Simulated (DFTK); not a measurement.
MgS (Niningerite) in DFTK: the effect of functional

MgS (Niningerite):

```xyz
2
Lattice="0.0000 2.6016 2.6016 2.6016 0.0000 2.6016 2.6016 2.6016 0.0000" Properties=species:S:1:pos:R:3 pbc="T T T"
S     2.6016    2.6016    2.6016
Mg    0.0000    0.0000    0.0000
```

Alike in all runs:

* Program: DFTK 0.8.2
* Task: single point
* Potentials or basis: cp2k.nc.sr.pbe.v0_1.largecore.gth (PBE, GTH, large core)
* Cutoff: 816 eV
* k mesh: 3 × 3 × 3
* Occupations: fermi-dirac, width 0.05 eV
* Spin: no spin polarisation

```csv
functional,gap on the mesh (eV)
r2SCAN,4.47
r2SCANh,?
r2SCAN0,6.14
r2SCAN50,7.80
```

Q: What does the run with functional r2SCANh give?

A: gap on the mesh 5.14 eV.

Caveats: all runs use coarse meshes; this set keeps more shells in the core, which shifts pressures and gaps; an odd mesh through Γ misses points on the zone boundary, where band edges often lie; the program warned that the kinetic-energy density falls under its von Weizsäcker bound, which can give unphysical results (some runs).

Runs at the PBE level aren't shown here.
